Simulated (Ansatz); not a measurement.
Rows from a G0W0 calculation on Mg on the Cd site in CdTe (32-atom cell) (Ansatz 0.2.0; G0W0 on LDA, plane waves, PAW; 2×2×2 mesh, 1253 empty bands, screening to 98 eV), in eV. Spin-orbit coupling is left out.

| row | k | band | start | Σx | Σc at the solution | Vxc |
| --- | --- | --- | --- | --- | --- | --- |
| A | Γ | c1 | 8.121 | -9.611 | -3.590 | -13.858 |
| B | Γ | v4 | 6.601 | -16.926 | 1.728 | -15.078 |
| C | Γ | c5 | 9.938 | -8.102 | -3.644 | -12.260 |
| D | Γ | v1 | 7.409 | -17.887 | 1.529 | -16.316 |
| E | Γ | c2 | 9.813 | -6.066 | -3.505 | -9.917 |

Work out each quasiparticle level and how far it moved.

The quasiparticle equation reads E = start + Σx + Σc(E) − Vxc.

| row | E (eV) | shift (eV) |
| --- | --- | --- |
| A | 8.778 | +0.657 |
| B | 6.481 | −0.120 |
| C | 10.452 | +0.514 |
| D | 7.367 | −0.042 |
| E | 10.159 | +0.345 |

Limits: not at the basis limit; no spin-orbit coupling; coarse k mesh.

[Runs of the session that timed out or met a known fault of the program may be left out.]

[Cells called generated may have been cut or substituted from an entry of the Crystallography Open Database or the Materials Project.]

[Hosts, paths, dates, database ids (printed as entryN), source tags and the programs' standing remarks are cut or masked in the printed files.]
